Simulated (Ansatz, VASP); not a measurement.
## One calculation of Pt, two programs

```xyz
2
Lattice="2.7103 0.0000 0.0000 -1.3552 2.3472 0.0000 0.0000 0.0000 4.8412" Properties=species:S:1:pos:R:3 pbc="T T T"
Pt    1.3552    0.7824    3.6309
Pt    0.0000    1.5648    1.2103
```

Alike in both runs: task single point; functional PBE; k mesh 18 × 18 × 10; occupations gaussian, width 0.15 eV; no spin polarisation.

|  | VASP | Ansatz |
| --- | --- | --- |
| version | VASP 6.6.1 | Ansatz 0.2.0 |
| potentials or method | VASP PAW PBE potentials, release 64 (Pt) | scalar-relativistic, plane waves, PAW |
| plane-wave cutoff (eV) | 520 | 420 |
| valence electrons in the cell | 20 | 36 |

Ansatz gave:

```
gap on the k mesh at the Fermi level (eV)       : none
pressure (GPa)                                  : 7.1
largest component of the traceless stress (GPa) : 5.62
```

Problem. What did VASP give for the same quantities?

Solution. gap on the k mesh at the Fermi level (eV): none; pressure (GPa): 6.6; largest component of the traceless stress (GPa): 5.65.

A gap of «none» marks a metal or a gap that the smearing closes. The two sets of potentials don't hold the same shells in valence.

The runs have no spin-orbit coupling, so splittings on Pt are missing.
